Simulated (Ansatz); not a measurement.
The system is MnO.

```
Mn O
1.0
     0.00000    2.22200    2.22200
     2.22200    0.00000    2.22200
     2.22200    2.22200    0.00000
Mn O
1 1
Direct
  0.00000 0.00000 0.00000
  0.50000 0.50000 0.50000
```

Base run:

```yaml
Program: Ansatz 0.2.0
Functional: PBEsol
Potentials_or_basis: all-electron LAPW, scalar-relativistic
Cutoff: 325 eV (chosen from the basis error)
Basis_error_allowed: 0.001 eV/atom
k_mesh: 10 × 10 × 10
Occupations: fermi-dirac, width 0.05 eV
Spin: collinear spin, ferromagnetic start
Starting_moments: "[5.0, 0.0] μB"
Hubbard_terms: Mn d U = 6 eV
```

Its results: band gap on the k mesh 0.33 eV, indirect (least direct gap 2.46 eV); pressure 5.6 GPa; net moment 5.00 μB per cell; site moments Mn +4.60; O +0.14 μB.

**Question.** The run is repeated on the same cell with these changes: hubbard terms from Mn d U = 6 eV to Mn d U = 2 eV. What comes out?

**Answer.** Band gap on the k mesh none (metal or under the smearing width); pressure 0.8 GPa; net moment 5.00 μB per cell; site moments Mn +4.52; O +0.23 μB.

Caveats: the magnetic state may not be the lowest; U is the effective U less J, on atomic orbitals that reach past the spheres; a cell with one magnetic atom can't hold antiferromagnetic order, which such compounds often take; the density of states is complete only up to the lowest level of the last band computed.

A k mesh can miss the band edges.
